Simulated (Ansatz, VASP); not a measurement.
# Sn7Ge25 (random alloy of the diamond Ge-Sn line, x = 0.2188): VASP beside Ansatz

Wanted: the spread between two codes on one cell, functional and k mesh. Of the first pair: The structure shown is the start of the Ansatz relaxation below; VASP solves that cell, so the two are compared at the walk's first step.

Method: plane waves, with VASP 6.6.1 beside it; PBE, in Ansatz 0.2.0.

## (1) The structure

The cell holds 64 atoms: 14 Sn and 50 Ge. Its edges and angles: a = 11.910 Å, b = 11.910 Å, c = 11.910 Å, α = 90.0°, β = 90.0°, γ = 90.0°. It derives from Ge (diamond Ge-Sn), repeated 2×2×2. Diamond Ge-Sn: 64 atoms, 14 of 64 Ge sites given to Sn at random, cell and internal coordinates interpolated linearly between the end members (Vegard's rule); (so at first; earlier steps may have moved the atoms), displaced by a Gaussian of 0.02 A. Lattice constants are starting values near those of PBE.

## (2) Ansatz: relaxation, PBE

Ansatz runs on its default PAW (the set named soft_2) files.

The two programs are compared at the cell with which this relaxation starts, whose forces are those of its first step.

The input, input.yaml:

```yaml
crystal:
  lattice:
    - [11.90982, 0.0, 0.0]
    - [0.0, 11.90982, 0.0]
    - [0.0, 0.0, 11.90982]
  atoms:
    - { symbol: Sn, position: [0.00273, 0.99897, 0.99911] }
    - { symbol: Ge, position: [0.1232, 0.12645, 0.12114] }
    - { symbol: Sn, position: [0.00293, 0.24872, 0.25054] }
    - { symbol: Ge, position: [0.12458, 0.37746, 0.37154] }
    - { symbol: Ge, position: [0.24946, 0.99936, 0.2519] }
    - { symbol: Ge, position: [0.37315, 0.12471, 0.37353] }
    - { symbol: Ge, position: [0.25007, 0.25098, 0.99815] }
    - { symbol: Ge, position: [0.37692, 0.37651, 0.12584] }
    - { symbol: Sn, position: [0.00151, 0.99885, 0.49979] }
    - { symbol: Ge, position: [0.12343, 0.12455, 0.62589] }
    - { symbol: Ge, position: [0.99884, 0.24933, 0.74885] }
    - { symbol: Ge, position: [0.12358, 0.37387, 0.87498] }
    - { symbol: Ge, position: [0.24812, 0.00039, 0.75279] }
    - { symbol: Sn, position: [0.37625, 0.12468, 0.87351] }
    - { symbol: Ge, position: [0.24875, 0.25284, 0.50009] }
    - { symbol: Ge, position: [0.37393, 0.37532, 0.62853] }
    - { symbol: Ge, position: [0.0002, 0.50104, 0.0005] }
    - { symbol: Ge, position: [0.12441, 0.62308, 0.12441] }
    - { symbol: Ge, position: [0.99965, 0.75099, 0.25141] }
    - { symbol: Ge, position: [0.12656, 0.87548, 0.37649] }
    - { symbol: Sn, position: [0.24873, 0.5021, 0.25086] }
    - { symbol: Ge, position: [0.3745, 0.62582, 0.37487] }
    - { symbol: Ge, position: [0.2519, 0.75255, 0.00367] }
    - { symbol: Ge, position: [0.37265, 0.87257, 0.12415] }
    - { symbol: Sn, position: [0.00027, 0.50147, 0.50053] }
    - { symbol: Ge, position: [0.1216, 0.62449, 0.62639] }
    - { symbol: Ge, position: [0.00039, 0.75128, 0.74963] }
    - { symbol: Ge, position: [0.12466, 0.87531, 0.87569] }
    - { symbol: Ge, position: [0.25033, 0.5002, 0.74887] }
    - { symbol: Ge, position: [0.37563, 0.6252, 0.8769] }
    - { symbol: Ge, position: [0.25201, 0.75031, 0.49937] }
    - { symbol: Ge, position: [0.37393, 0.87571, 0.62513] }
    - { symbol: Ge, position: [0.49942, 7.0e-05, 0.99896] }
    - { symbol: Ge, position: [0.62617, 0.12425, 0.12706] }
    - { symbol: Ge, position: [0.50068, 0.251, 0.24816] }
    - { symbol: Ge, position: [0.62528, 0.37624, 0.3734] }
    - { symbol: Ge, position: [0.74955, 5.0e-05, 0.24769] }
    - { symbol: Ge, position: [0.87553, 0.12642, 0.37356] }
    - { symbol: Sn, position: [0.75059, 0.2478, 0.99994] }
    - { symbol: Sn, position: [0.87229, 0.37688, 0.12569] }
    - { symbol: Ge, position: [0.49996, 0.9987, 0.50214] }
    - { symbol: Ge, position: [0.6283, 0.12188, 0.62708] }
    - { symbol: Ge, position: [0.50273, 0.25057, 0.74799] }
    - { symbol: Sn, position: [0.62645, 0.3747, 0.87399] }
    - { symbol: Ge, position: [0.74793, 0.00092, 0.75133] }
    - { symbol: Ge, position: [0.87395, 0.12587, 0.87308] }
    - { symbol: Ge, position: [0.75135, 0.25008, 0.49969] }
    - { symbol: Sn, position: [0.87483, 0.37646, 0.62626] }
    - { symbol: Ge, position: [0.50089, 0.50023, 0.00013] }
    - { symbol: Sn, position: [0.62604, 0.62539, 0.12615] }
    - { symbol: Ge, position: [0.49948, 0.74591, 0.25174] }
    - { symbol: Ge, position: [0.62867, 0.87574, 0.37483] }
    - { symbol: Ge, position: [0.74977, 0.4998, 0.25003] }
    - { symbol: Ge, position: [0.87312, 0.62413, 0.37333] }
    - { symbol: Sn, position: [0.75042, 0.7495, 0.00083] }
    - { symbol: Ge, position: [0.87471, 0.87666, 0.12536] }
    - { symbol: Ge, position: [0.50368, 0.49682, 0.49891] }
    - { symbol: Ge, position: [0.62651, 0.62925, 0.62458] }
    - { symbol: Ge, position: [0.50007, 0.74962, 0.75224] }
    - { symbol: Ge, position: [0.62452, 0.87614, 0.87446] }
    - { symbol: Sn, position: [0.74786, 0.50053, 0.75084] }
    - { symbol: Ge, position: [0.87717, 0.62481, 0.87396] }
    - { symbol: Sn, position: [0.75095, 0.7504, 0.50047] }
    - { symbol: Ge, position: [0.87488, 0.87695, 0.62562] }
kpoints:
  mp_grid: { grid: [1, 1, 1] }
hamiltonian:
  xc: pbe
scf:
  occupations: { method: gaussian, width: 0.025 }
output:
  forces: true
relax:
  f_tol: 0.05
  max_steps: 150
  cell: {}
```

Command:

```sh
$ ansatz run input.yaml --threads 4 --pin off --max-ram 8192MiB --backend cpu --events-out ev --progress --plain --runs-dir out
```

Numbers of over 12 decimals in the logs are rounded to 6 here.

Log:

```text
Engine: ansatz 0.2.0, aarch64-unknown-linux-gnu
Pseudopotentials: kind: paw
Pseudopotential: Sn, paw, valence charge 14, recommended cutoff 420 eV (normal), Sn.paw.azcp
Pseudopotential: Ge, paw, valence charge 14, recommended cutoff 420 eV (normal), Ge.paw.azcp
Functional definition: PBE
  parameter kappa = 0.804
  parameter beta = 0.066725
  exchange = pbe_x(kappa = kappa, mu = beta*pi^2/3)
  correlation = pbe_c(beta = beta)
Crystal: 64 atoms, lattice volume = 1689.334 Å³
Basis set: ecut = 420 eV, 33059 PW (Γ), exchange–correlation on 160×160×160 points (8 copies of the dense FFT grid, shifted against one another)
Bands: 538, of which v1, the nominal top of the filled ones, is band 448 counted from 1 (447 counted from 0)
Symmetry: 1 space group operations
Space group: P1 (ITA 1), of the structure as read, at distance tolerance 1.2e-4 Å
k-points: 1
Non-local potential: Sn, projectors of the file, l = 0: 2, l = 1: 2, l = 2: 2, l = 3: 2
Non-local potential: Ge, projectors of the file, l = 0: 2, l = 1: 2, l = 2: 3, l = 3: 1
PAW form: soft (Blöchl's): semilocal exchange-correlation on the pseudo side does not see the compensation charge
PAW one-centre angular grid: Sn, 590 points (default); XC on 64 Gauss nodes
PAW one-centre angular grid: Ge, 590 points (default); XC on 64 Gauss nodes
Initial density: superposition of atomic densities (neutral atoms: chi_scale 0, normalization atom), corrected by the library's trained network
Initial wavefunctions: pseudopotential atomic-orbital guess
Functional: x = pbe(κ = 0.804, μ = 0.219515), c = pbe(β = 0.066725)
SCF iter   1: F=—  HF=-299074.841776 eV  |F-HF|=—  |Δ(HF+E_count)|=         —  Δρ=3.12e-3  dr2=2.49e-1  ethr=1.77e-3  ⟨swp⟩=6.0  Hψ=2012  notcnv=0
preconditioner: auto → LDOS  [insulator: Δε(μ)=0.072 eV  Ē_g=21.605 eV  σ=0.025 eV  W_gap=0.96  n_scr=436 (ndim 8)  ℏωp=27.0 eV  f_vac=0.093  D(μ)=11.71/eV (n_scr^D=32)  ε∞_Penn≈2.6  β→1.0]
SCF iter   2: F=—  HF=-299074.833387 eV  |F-HF|=—  |Δ(HF+E_count)|=   8.39e-3  Δρ=1.87e-3  dr2=1.35e-1  ethr=2.78e-5  ⟨swp⟩=3.0  Hψ=1087  notcnv=0  defer=79
SCF iter   3: F=—  HF=-299074.788776 eV  |F-HF|=—  |Δ(HF+E_count)|=   4.46e-2  Δρ=4.62e-4  dr2=7.91e-3  ethr=1.50e-5  ⟨swp⟩=2.0  Hψ=918  notcnv=0  defer=79
SCF iter   4: F=—  HF=-299074.786848 eV  |F-HF|=—  |Δ(HF+E_count)|=   1.93e-3  Δρ=1.38e-4  dr2=5.52e-4  ethr=8.83e-7  ⟨swp⟩=2.0  Hψ=880  notcnv=0  defer=79
SCF iter   5: F=—  HF=-299074.786904 eV  |F-HF|=—  |Δ(HF+E_count)|=   5.69e-5  Δρ=5.33e-5  dr2=1.16e-4  ethr=6.16e-8  ⟨swp⟩=2.0  Hψ=909  notcnv=0  defer=79
SCF iter   6: F=—  HF=-299074.786929 eV  |F-HF|=—  |Δ(HF+E_count)|=   2.47e-5  Δρ=2.33e-5  dr2=2.23e-5  ethr=1.30e-8  ⟨swp⟩=2.0  Hψ=907  notcnv=0  defer=79
SCF iter   7: F=—  HF=-299074.788018 eV  |F-HF|=—  |Δ(HF+E_count)|=   1.09e-3  Δρ=8.93e-6  dr2=3.28e-6  ethr=2.48e-9  ⟨swp⟩=2.0  Hψ=861  notcnv=0  defer=79
SCF iter   8: F=—  HF=-299074.788019 eV  |F-HF|=—  |Δ(HF+E_count)|=   6.69e-7  Δρ=3.23e-6  dr2=4.38e-7  ethr=3.66e-10  ⟨swp⟩=2.0  Hψ=658  notcnv=0  defer=79
SCF iter   9: F=-299074.788019 eV  HF=-299074.788019 eV  |F-HF|=6.29e-9  |Δ(HF+E_count)|=   7.25e-8  Δρ=1.23e-6  dr2=3.85e-8  ethr=1.12e-11  ⟨swp⟩=4.0  Hψ=1566  notcnv=0
SCF 1 converged in 9 iterations: F = -299074.788019 eV  dr2 = 3.85e-8
  greatest PAW one-centre occupation: 0.998 electrons in one spin orbital (limit 2), on the Ge atom at site 50 (counted from 0), in its partial waves of l = 2
relax step   1: F+E_penalty+E_count = -299074.78801924 eV  Δ(F+E_penalty+E_count) = +0.000e0 eV  max|allowed force component| = 2.130e0 eV/Å  Δτ_max = 0.0000 Å  P = +3.157 GPa  Ω = 1689.334 Å³  (9 SCF iters, dr2 threshold 1.00e-7 eV, accepted)
Crystal: 64 atoms, lattice volume = 1775.085 Å³
Basis set: ecut = 420 eV, 34675 PW (Γ), exchange–correlation on 160×160×160 points (8 copies of the dense FFT grid, shifted against one another)
Initial density: handed on by an earlier stage of this run
Initial wavefunctions: those handed on with the density
iter 1 solved again at ethr=7.72e-5 eV; its pass at ethr=3.10e-3 eV (dr2=6.91e-1 eV) is discarded
SCF iter   1: F=—  HF=-299079.052545 eV  |F-HF|=—  |Δ(HF+E_count)|=         —  Δρ=7.27e-3  dr2=6.92e-1  ethr=7.72e-5  ⟨swp⟩=3.0  Hψ=2644  notcnv=0
preconditioner: auto → LDOS  [insulator: Δε(μ)=0.047 eV  Ē_g=21.414 eV  σ=0.025 eV  W_gap=0.81  n_scr=448 (ndim 8)  ℏωp=26.4 eV  f_vac=0.113  D(μ)=37.64/eV (n_scr^D=250)  ε∞_Penn≈2.5  β→1.0]
SCF iter   2: F=—  HF=-299079.080290 eV  |F-HF|=—  |Δ(HF+E_count)|=   2.77e-2  Δρ=2.06e-3  dr2=1.32e-1  ethr=7.72e-5  ⟨swp⟩=7.0  Hψ=927  notcnv=0
SCF iter   3: F=—  HF=-299079.058584 eV  |F-HF|=—  |Δ(HF+E_count)|=   2.17e-2  Δρ=1.18e-3  dr2=5.31e-2  ethr=1.47e-5  ⟨swp⟩=6.0  Hψ=1171  notcnv=0  defer=1
SCF iter   4: F=—  HF=-299079.047187 eV  |F-HF|=—  |Δ(HF+E_count)|=   1.14e-2  Δρ=4.84e-4  dr2=7.92e-3  ethr=5.92e-6  ⟨swp⟩=2.0  Hψ=822  notcnv=0  defer=3
[...]
atom  12  Ge     0.01182357     0.02107282    -0.00378723
  atom  13  Ge    -0.01336558    -0.02006339    -0.00517297
  atom  14  Sn     0.01510745     0.01441908    -0.00011173
  atom  15  Ge    -0.01663318    -0.01552714    -0.00016908
  atom  16  Ge     0.01145962     0.01991555     0.00023002
  atom  17  Ge    -0.01415649    -0.01368638     0.00100266
  atom  18  Ge     0.01059026     0.01824160     0.00727892
  atom  19  Ge    -0.01249049    -0.01811626    -0.00269813
  atom  20  Ge     0.01313007     0.02572316    -0.00336046
  atom  21  Sn    -0.01739019    -0.01360609     0.00077299
  atom  22  Ge     0.01295047     0.01645575     0.00078579
  atom  23  Ge    -0.01172499    -0.02000229     0.00368016
  atom  24  Ge     0.01606023     0.02157761     0.00956827
  atom  25  Sn    -0.00615155    -0.01367683    -0.00216418
  atom  26  Ge     0.01386448     0.01440364    -0.00091391
  atom  27  Ge    -0.01145728    -0.01643109     0.00302192
  atom  28  Ge     0.00910499     0.02137508    -0.00052380
  atom  29  Ge    -0.01571894    -0.02255653    -0.00392750
  atom  30  Ge     0.01617282     0.02264745    -0.00328443
  atom  31  Ge    -0.01240187    -0.01978513     0.00315637
  atom  32  Ge     0.01543218     0.01976235     0.00709873
  atom  33  Ge    -0.01493348    -0.01541410     0.00299624
  atom  34  Ge     0.00887557     0.01579173    -0.00014322
  atom  35  Ge    -0.01757135    -0.02002899    -0.00784784
[...]
atom  57  Ge    -0.01281737    -0.01549942     0.00257847
  atom  58  Ge     0.00976265     0.01135594     0.00250442
  atom  59  Ge    -0.01668634    -0.02138396    -0.00600283
  atom  60  Ge     0.01060663     0.01406479    -0.00271542
  atom  61  Sn    -0.01436887    -0.00971148     0.00025639
  atom  62  Ge     0.00900714     0.01059500    -0.00043120
  atom  63  Sn    -0.00972864    -0.01341551     0.00129032
  atom  64  Ge     0.01215763     0.01769786    -0.00114615
  max |Σ_I F_I| component: 4.78e-7 eV/Å
--- Stress (GPa, compression-positive) ---
        0.001125       0.000438      -0.013814
        0.000438      -0.030032      -0.004520
       -0.013814      -0.004520       0.001216
  P = ⅓ Tr σ = -0.0092 GPa (-0.092 kbar)
--- Relaxed structure (8 steps of the walk, 5 accepted, 1 SCFs on fresh bases) ---
  F+E_penalty+E_count = -299079.52799229 eV   max|allowed force component| = 2.572e-2 eV/Å   (the final SCF, on the basis selected at the relaxed cell)
  cell:  # Å, volume = 1751.5178 Å³
    - [12.078126, 0.00237667, 0.214684]
    - [0.00237667, 12.015972, 0.00791984]
    - [0.214684, 0.00791984, 12.072399]
  atoms:
    - { symbol: Sn, position: [0.00609488, 1.000341, 0.999237] }
    - { symbol: Ge, position: [0.140465, 0.121514, 0.125970] }
    - { symbol: Sn, position: [0.0049043, 0.243716, 0.258401] }
    - { symbol: Ge, position: [0.138413, 0.365795, 0.382312] }
    - { symbol: Ge, position: [0.256366, 0.999414, 0.251265] }
    - { symbol: Ge, position: [0.375445, 0.123036, 0.376154] }
    - { symbol: Ge, position: [0.248234, 0.257087, 1.003113] }
    - { symbol: Ge, position: [0.376584, 0.365920, 0.123674] }
    - { symbol: Sn, position: [0.000534891, 0.999730, 0.501907] }
    - { symbol: Ge, position: [0.133322, 0.125750, 0.628621] }
    - { symbol: Ge, position: [1.011346, 0.245555, 0.756801] }
    - { symbol: Ge, position: [0.129727, 0.375426, 0.875750] }
    - { symbol: Ge, position: [0.248658, -0.00548365, 0.742807] }
    - { symbol: Sn, position: [0.374928, 0.119997, 0.874680] }
    - { symbol: Ge, position: [0.256936, 0.248957, 0.504414] }
    - { symbol: Ge, position: [0.373306, 0.376884, 0.622067] }
    - { symbol: Ge, position: [0.011850, 0.510738, -0.00801548] }
    - { symbol: Ge, position: [0.123992, 0.632803, 0.116804] }
    - { symbol: Ge, position: [1.002921, 0.753294, 0.247110] }
    - { symbol: Ge, position: [0.131888, 0.867512, 0.370103] }
    - { symbol: Sn, position: [0.252503, 0.507744, 0.249492] }
    - { symbol: Ge, position: [0.379049, 0.629991, 0.383836] }
    - { symbol: Ge, position: [0.251927, 0.754921, -0.00163438] }
    - { symbol: Ge, position: [0.373658, 0.871295, 0.124390] }
    - { symbol: Sn, position: [0.009351, 0.509314, 0.496738] }
    - { symbol: Ge, position: [0.136473, 0.630848, 0.629981] }
    - { symbol: Ge, position: [0.00895959, 0.754747, 0.747620] }
    - { symbol: Ge, position: [0.134309, 0.867926, 0.868803] }
    - { symbol: Ge, position: [0.252777, 0.502554, 0.750437] }
    - { symbol: Ge, position: [0.369393, 0.625915, 0.874918] }
[...]
- { symbol: Sn, position: [0.747925, 0.238262, 1.000022] }
    - { symbol: Sn, position: [0.878361, 0.386212, 0.123437] }
[...]
- { symbol: Sn, position: [0.608933, 0.373214, 0.871544] }
[...]
- { symbol: Sn, position: [0.875206, 0.357006, 0.622524] }
[...]
- { symbol: Sn, position: [0.615235, 0.620954, 0.132492] }
[...]
- { symbol: Ge, position: [0.876237, 0.627502, 0.366361] }
    - { symbol: Sn, position: [0.755513, 0.758659, -0.00325477] }
    - { symbol: Ge, position: [0.876051, 0.877606, 0.137621] }
    - { symbol: Ge, position: [0.497303, 0.501932, 0.500381] }
    - { symbol: Ge, position: [0.608254, 0.628319, 0.624145] }
    - { symbol: Ge, position: [0.493356, 0.755933, 0.751848] }
    - { symbol: Ge, position: [0.620184, 0.878917, 0.869014] }
    - { symbol: Sn, position: [0.752258, 0.516603, 0.747672] }
    - { symbol: Ge, position: [0.893162, 0.630410, 0.872876] }
    - { symbol: Sn, position: [0.746809, 0.756376, 0.499814] }
    - { symbol: Ge, position: [0.874332, 0.871663, 0.637997] }
```

Reading the cycles: dr2 is the Hartree energy of the density residual (eV), the measure of convergence; HF is the Harris–Foulkes estimate of the energy, which meets the free energy F at convergence.

(Continued in part 2 of 2.)

[Lines on the potential files, build, host, timing and source positions are cut from VASP's logs without a mark.]

[Logs are printed without paths, hosts, clocks, repeated set-up lines and the standing remarks that a program may print on its own settings, such as how far it seeks lower states.]

[Hosts, paths, dates, database ids (printed as entryN), source tags and the programs' standing remarks are cut or masked in the printed files.]
